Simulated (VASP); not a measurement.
Here is a VASP 6.6.1 calculation.

INCAR

```
ALGO = Normal ; DIPOL = 0.5 0.5 0.500
EDIFF = 1E-7 ; ENCUT = 520
GGA = PE ; IDIPOL = 3
ISIF = 2 ; ISMEAR = 0
LASPH = True ; LCHARG = True
LDIPOL = True ; LELF = True
LREAL = False ; LVACPOTAV = True
LVHAR = True ; LWAVE = False
NELM = 100 ; PREC = Accurate
SIGMA = 0.05
```

KPOINTS

```
k-points
0
Gamma
  9 9 1
```

Contents of POSCAR:

```
BeS
1.0
    3.4294678888      0.0000000000      0.0000000000
   -1.7147339444      2.9700063131      0.0000000000
    0.0000000000      0.0000000000     24.1004836181
S Be
4 4
Direct
    0.0000000000      0.0000000000      0.3111970747
    0.3333333333      0.6666666667      0.4273834903
    0.6666666667      0.3333333333      0.5435699058
    0.0000000000      0.0000000000      0.6597563214
    0.3333333333      0.6666666667      0.3402436786
    0.6666666667      0.3333333333      0.4564300942
    0.0000000000      0.0000000000      0.5726165097
    0.3333333333      0.6666666667      0.6888029253
```

Potentials or basis: VASP PAW PBE potentials, release 64 (S, Be).

The run is started by

```sh
$ cat potpaw_PBE.64/S/POTCAR potpaw_PBE.64/Be/POTCAR > POTCAR
$ mpirun -np 1 vasp_std > vasp.out
```

Problem. What does it give for the work function of the upper face?

Solution. 3.44 eV.

Problem. What does it give for the work function of the lower face?

Solution. 7.44 eV.

Problem. What does it give for the largest force?

Solution. 1.276 eV/Å.

Problem. Estimate the band gap on the k mesh.

Solution. None (metal or under the smearing width).

Forces in eV/Å, atoms in the order of the input:
```
S    0.000  0.000  0.014
S    0.000  0.000  0.873
S    0.000  0.000  0.780
S    0.000  0.000  1.276
Be   0.000  0.000 -0.574
Be   0.000  0.000 -0.813
Be   0.000  0.000 -0.868
Be   0.000  0.000 -0.688
```
